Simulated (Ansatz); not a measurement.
An ideal cubic perovskite cell is held by its symmetry; such compounds can tilt or shift off centre at room temperature.

Inside the gap of an insulator the Bloch states are evanescent, with a wavenumber k + iκ along the transport direction.

```
AlLaO3
1.0
    5.34990     0.00000     0.00000
   -2.67495     4.63315     0.00000
    2.67495     1.54438     2.18409
La Al O
1 1 3
Cartesian
  0.00000   3.08877   1.09204
  0.00000   0.00000   0.00000
  2.67495   3.08877   1.09204
  4.01242   0.77219   1.09204
  1.33747   0.77219   1.09204
```

The cell is taken as given; by r2SCAN it stands under a pressure of 0.7 GPa.

Transport runs along the normal of the first two printed cell vectors, the (111) plane of the conventional cell.

The gap is the functional's own, uncorrected, and κ follows it; spin-orbit coupling is left out. Mid-gap means the computed energy nearest the middle.

Question: State the band gap and the smallest decay constant κ at mid-gap according to Ansatz (an electronic-structure program) with r2SCAN.

Answer: Gap 4.02 eV on a 14×14×14 mesh; κ = 0.366 1/Å, at the zone centre.
